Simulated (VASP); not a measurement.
# CoO (I4/mmm) in VASP: further runs, part 2 of 2

VASP 6.6.1. Earlier steps stand in the parts before.

## 3. Relaxation of cell and atoms, PBE, collinear spin, ferromagnetic start

INCAR reads:

```
SYSTEM = CoO
PREC = Accurate ; ENCUT = 600
EDIFF = 1E-6 ; ISMEAR = -1
SIGMA = 0.05 ; LREAL = .FALSE.
LASPH = .TRUE. ; NELM = 100
ALGO = Normal ; ISIF = 3
LWAVE = .FALSE. ; LCHARG = .FALSE.
ISPIN = 2 ; MAGMOM = 2 0
LORBIT = 11 ; LMAXMIX = 4
GGA = PE ; IBRION = 2
NSW = 40 ; EDIFFG = -0.02
PSTRESS = 0
```

KPOINTS reads:

```
regular mesh
0
G
  9 9 9
  0 0 0
```

POSCAR reads:

```
CoO
1.0
   -1.5080004400      1.5080004400      2.1072503600
    1.5080004400     -1.5080004400      2.1072503600
    1.5080004400      1.5080004400     -2.1072503600
Co O
1 1
Direct
    0.0000000000      0.0000000000      0.0000000000
    0.5000000000      0.5000000000      0.0000000000
```

Potentials or basis: VASP PAW PBE potentials, release 64 (Co, O).

Launch:

```sh
$ cat potpaw_PBE.64/Co/POTCAR potpaw_PBE.64/O/POTCAR > POTCAR
$ mpirun -np 1 vasp_std > vasp.out
```

OUTCAR:

```text
SYSTEM = CoO
   PREC = Accurate
   ENCUT = 600
   EDIFF = 1E-6
   ISMEAR = -1
   LREAL = .FALSE.
   LASPH = .TRUE.
   NELM = 100
   ISIF = 3
   ISPIN = 2
   LORBIT = 11
   GGA = PE
   IBRION = 2
   NSW = 40
   EDIFFG = -0.02
   PSTRESS = 0

 ion  position               nearest neighbor table
   1  0.000  0.000  0.000-   2 2.11   2 2.11   2 2.13   2 2.13   2 2.13   2 2.13
   2  0.500  0.500  0.000-   1 2.11   1 2.11   1 2.13   1 2.13   1 2.13   1 2.13

  LATTYP: Found a body centered tetragonal cell.
 ALAT       =     3.0160008800
 C/A-ratio  =     1.3973804676

  Lattice vectors:

 A1 = (  -1.5080004400,   1.5080004400,   2.1072503600)
 A2 = (   1.5080004400,  -1.5080004400,   2.1072503600)
 A3 = (   1.5080004400,   1.5080004400,  -2.1072503600)

Analysis of symmetry for initial positions (statically):
=====================================================================
 Subroutine PRICEL returns:
 Original cell was already a primitive cell.

 Routine SETGRP: Setting up the symmetry group for a
 body centered tetragonal supercell.

 Subroutine GETGRP returns: Found 16 space group operations
 (whereof 16 operations were pure point group operations)
 out of a pool of 16 trial point group operations.

The static configuration has the point symmetry D_4h.

Analysis of symmetry for dynamics (positions and initial velocities):
=====================================================================
 Subroutine PRICEL returns:
 Original cell was already a primitive cell.

 Routine SETGRP: Setting up the symmetry group for a
 body centered tetragonal supercell.

 Subroutine GETGRP returns: Found 16 space group operations
 (whereof 16 operations were pure point group operations)
 out of a pool of 16 trial point group operations.

The dynamic configuration has the point symmetry D_4h.

Analysis of structural, dynamic, and magnetic symmetry:
=====================================================================
 Subroutine PRICEL returns:
 Original cell was already a primitive cell.

 Routine SETGRP: Setting up the symmetry group for a
 body centered tetragonal supercell.

 Subroutine GETGRP returns: Found 16 space group operations
 (whereof 16 operations were pure point group operations)
 out of a pool of 16 trial point group operations.

The overall configuration has the point symmetry D_4h.

 Subroutine INISYM returns: Found 16 space group operations
 (whereof 16 operations are pure point group operations),
 and found     1 'primitive' translations

----------------------------------------------------------------------------------------

                                     Primitive cell

  volume of cell :      19.1681

  direct lattice vectors                    reciprocal lattice vectors
    -1.508000440  1.508000440  2.107250360     0.000000000  0.331564890  0.237276030
     1.508000440 -1.508000440  2.107250360     0.331564890  0.000000000  0.237276030
     1.508000440  1.508000440 -2.107250360     0.331564890  0.331564890  0.000000000

  length of vectors
     2.998105191  2.998105191  2.998105191     0.407719500  0.407719500  0.468903564

  position of ions in fractional coordinates (direct lattice)
     0.000000000  0.000000000  0.000000000
     0.500000000  0.500000000  0.000000000

  ion indices of the primitive-cell ions
[... 75 lines left out ...]
   EDIFF  = 0.1E-05   stopping-criterion for ELM
   LREAL  =      F    real-space projection
   EDIFFG = -.2E-01   stopping-criterion for IOM
   NSW    =     40    number of steps for IOM
   IBRION =      2    ionic relax: 0-MD 1-quasi-New 2-CG
   NFREE  =      1    steps in history (QN), initial steepest desc. (CG)
   ISIF   =      3    stress and relaxation
   ISYM   =      2    0-nonsym 1-usesym 2-fastsym
   POTIM  = 0.5000    time-step for ionic-motion
   TEBEG  =    0.0;   TEEND  =   0.0 temperature during run
   PSTRESS=    0.0 pullay stress
   NELECT =      15.0000    total number of electrons
   NUPDOWN=      -1.0000    fix difference up-down
   EMIN   =  10.00;   EMAX   =-10.00  energy-range for DOS
   EFERMI =   0.00;   METHOD = LEGACY
   ISMEAR =    -1;   SIGMA  =   0.05  broadening in eV -4-tet -1-fermi 0-gaus
   EFERMI_NEDOS =   21; number of points for ismear=-14 and -15
   IALGO  =     38    algorithm
   IMIX   =      4    mixing-type and parameters
     AMIX     =   0.40;   BMIX     =  1.00
     AMIX_MAG =   1.60;   BMIX_MAG =  1.00
  volume/ion in A,a.u.               =       9.58        64.68
  Fermi-wavevector in a.u.,A,eV,Ry     =   1.508617  2.850872 30.965828  2.275924
  Thomas-Fermi vector in A             =   2.619047
   LORBIT       =     11    0 simple, 1 ext, 2 COOP (PROOUT), +10 PAW based schemes
   GGA     = PE    functional components
   LHFCALC =     F    Hartree Fock is set to
   AEXX    =    0.0000 exact exchange contribution
   IVDW    =     0    specifies the selected vdW correction
   LEPSILON=     F    determine dielectric tensor
   LRPA    =     F    only Hartree local field effects (RPA)
 conjugate gradient relaxation of ions
 spin polarized calculation
  energy-cutoff  :      600.00
  volume of cell :       19.17
 maximum number of plane-waves:       648
   NGX = 11   NGY = 11   NGZ = 11

--------------------------------------- Ionic step        1  -------------------------------------------

 number of electron      15.0000006 magnetization       2.8423745

 Free energy of the ion-electron system (eV)
  ---------------------------------------------------
  ext. energy  EPLUGINS =         0.00000000
  ---------------------------------------------------
  free energy    TOTEN  =       -13.06653378 eV

  energy without entropy =      -13.03124537  energy(sigma->0) =      -13.04888958

------------------------ aborting loop because EDIFF is reached ----------------------------------------

  FORCE on cell =-STRESS in cart. coord.  units (eV):
  Direction    XX          YY          ZZ          XY          YZ          ZX
  --------------------------------------------------------------------------------------
  -------------------------------------------------------------------------------------
  Total       -0.1352454     -0.1352454     -0.1230383      0.0000000      0.0000000      0.0000000
  in kB      -11.3045719    -11.3045719    -10.2842351      0.0000000      0.0000000      0.0000000
  external PRESSURE =     -10.9644597 kB  Pullay stress =       0.0000000 kB
[... 59 lines left out ...]
--------------------------------------- Ionic step        3  -------------------------------------------

 number of electron      15.0000004 magnetization       2.8198905

 Free energy of the ion-electron system (eV)
  ---------------------------------------------------
  ext. energy  EPLUGINS =         0.00000000
  ---------------------------------------------------
  free energy    TOTEN  =       -13.06708108 eV

  energy without entropy =      -13.03217894  energy(sigma->0) =      -13.04963001

 E-fermi :   8.1281     XC(G=0): -12.4986

 val. band max:        8.1224058903   @ k =  -0.2222  -0.3333   0.2222
 cond. band min:       8.1304312320   @ k =   0.4444   0.3333   0.0000
 fundamental gap:      0.0080253417
 Fermi energy:         8.1281136785

 spin component 1

 k-point     1 :       0.0000    0.0000    0.0000
  band No.  band energies     occupation
      1     -12.2127      1.00000
      2       4.8957      1.00000
      3       4.9037      1.00000
      4       4.9122      1.00000
      5       4.9500      1.00000
      6       4.9500      1.00000
      7       5.0488      1.00000
      8       5.0488      1.00000
      9       5.1747      1.00000
     10       9.2187      0.00000
     11      25.0413      0.00000
     12      26.3870      0.00000
[... 333 lines left out ...]
      1     -10.9167      1.00000
      2       1.2691      1.00000
      3       2.9652      1.00000
      4       3.3397      1.00000
      5       4.6526      1.00000
      6       5.7575      1.00000
      7       5.9054      1.00000
      8       6.1027      1.00000
      9       6.1863      1.00000
     10      14.4861      0.00000
     11      17.9833      0.00000
     12      19.4626      0.00000

 [... further k-points ...]

 spin component 2

 k-point     1 :       0.0000    0.0000    0.0000
  band No.  band energies     occupation
      1     -11.7481      1.00000
      2       5.4172      1.00000
      3       5.4740      1.00000
      4       5.4740      1.00000
      5       6.9829      1.00000
      6       6.9830      1.00000
      7       7.0218      1.00000
      8       8.1469      0.40727
      9       8.1907      0.22227
     10       9.7420      0.00000
     11      24.9560      0.00000
     12      26.8790      0.00000
[... 374 lines left out ...]
  FREE ENERGIE OF THE ION-ELECTRON SYSTEM (eV)
  ---------------------------------------------------
  free  energy   TOTEN  =       -13.0670810777 eV

  energy  without entropy=      -13.0321789399  energy(sigma->0) =      -13.04963001

 reached required accuracy - stopping structural energy minimisation

 total charge

# of ion       s       p       d       tot
------------------------------------------
    1        0.298   0.366   7.161   7.824
    2        1.553   3.430   0.000   4.983
--------------------------------------------------
tot          1.851   3.796   7.161  12.807

 magnetization (x)

# of ion       s       p       d       tot
------------------------------------------
    1        0.021   0.018   2.459   2.498
    2        0.029   0.245   0.000   0.273
--------------------------------------------------
tot          0.050   0.263   2.459   2.772
```

OSZICAR:

```text
N       E                     dE             d eps       ncg     rms          rms(c)
DAV:   1     0.921266058273E+02    0.92127E+02   -0.79469E+03  3660   0.162E+03
DAV:   2    -0.813829339209E+01   -0.10026E+03   -0.89140E+02  3796   0.297E+02
[... 29 lines left out ...]
       N       E                     dE             d eps       ncg     rms          rms(c)
DAV:   1    -0.130674517768E+02   -0.40569E-03   -0.72277E-03  3808   0.145E+00    0.146E-01
DAV:   2    -0.130671092139E+02    0.34256E-03   -0.94277E-04  4096   0.573E-01    0.771E-02
DAV:   3    -0.130670923342E+02    0.16880E-04   -0.11721E-04  4804   0.211E-01    0.646E-02
DAV:   4    -0.130670853144E+02    0.70199E-05   -0.22754E-05  5188   0.120E-01    0.186E-02
DAV:   5    -0.130670810925E+02    0.42219E-05   -0.66455E-06  4296   0.361E-02    0.704E-03
DAV:   6    -0.130670810777E+02    0.14771E-07   -0.85310E-07  1812   0.150E-02
   3 F= -.13067081E+02 E0= -.13049630E+02  d E =-.547300E-03  mag=     2.8199
```

CONTCAR:

```text
CoO
   1.00000000000000
    -1.5040453862547647    1.5040453862547647    2.1022224796834461
     1.5040453862547647   -1.5040453862547647    2.1022224796834461
     1.5040453862547647    1.5040453862547647   -2.1022224796834461
  Co              O
     1     1
Direct
     0.0000000000000000    0.0000000000000000    0.0000000000000000
     0.5000000000000000    0.5000000000000000    0.0000000000000000

  0.00000000E+00  0.00000000E+00  0.00000000E+00
  0.00000000E+00  0.00000000E+00  0.00000000E+00
```

Wall time 88 s (1 thread of AMD EPYC 7R13 (Zen 3), shared host); peak memory 0.15 GiB.

Results:

```
Free energy                                           : -13.0671 eV
Relaxed volume                                        : 9.51 Å³/atom
Relaxed cell                                          : a = 2.991 Å, b = 2.991 Å, c = 2.991 Å, α = 119.61°, β = 119.61°, γ = 90.67°
Space group after relaxing (to 0.05 Å)                : I4/mmm (No. 139)
Energy gained by relaxing                             : 0.3 meV/atom
Ionic steps                                           : 3
Pressure after relaxing                               : 0.1 GPa
Band gap on the k mesh                                : none (metal or under the smearing width)
Net moment                                            : 2.82 μB per cell
Site moments                                          : Co +2.50; O +0.27 μB
Valence electrons inside the program's atomic spheres : Co 7.82; O 4.98
```

Stress tensor (GPa, compression positive):
```
-0.01  0.00  0.00
 0.00 -0.01  0.00
 0.00  0.00  0.18
```

Step by step:
| step | energy change (eV) | largest force (eV/Å) | pressure (GPa) | volume (Å³) |
| --- | --- | --- | --- | --- |
| 1 | 0.0000 | 0.0000 | -1.10 | 19.17 |
| 2 | -0.0005 | 0.0000 | 0.38 | 18.99 |
| 3 | -0.0005 | 0.0000 | 0.05 | 19.02 |

Final structure:
```yaml
crystal:
  lattice:
    - [-1.50405, 1.50405, 2.10222]
    - [1.50405, -1.50405, 2.10222]
    - [1.50405, 1.50405, -2.10222]
  atoms:
    - { symbol: Co, position: [0.00000, 0.00000, 0.00000] }
    - { symbol: O, position: [0.50000, 0.50000, 0.00000] }
```

Levels at points of the mesh, in eV from the Fermi level:
Spin up:
```csv
k point,band 6,band 7,band 8,band 9,band 10,band 11,band 12
"(0.00, 0.00, 0.00)",-3.18,-3.08,-3.08,-2.95,1.09,16.91,18.26
```
Spin down:
```
           k point  band 2  band 3  band 4  band 5  band 6  band 7  band 8  band 9  band 10  band 11
(0.00, 0.00, 0.00)   -2.71   -2.65   -2.65   -1.15   -1.15   -1.11    0.02    0.06     1.61    16.83
```

Caveat: a cell with one magnetic atom can't hold antiferromagnetic order, which such compounds often take; semilocal functionals often make such compounds metallic where correlation or magnetic order opens a gap, which also shifts bond lengths. With open d or f shells a metallic result of PBE can be an artefact of self-interaction; +U or a hybrid may open a gap.
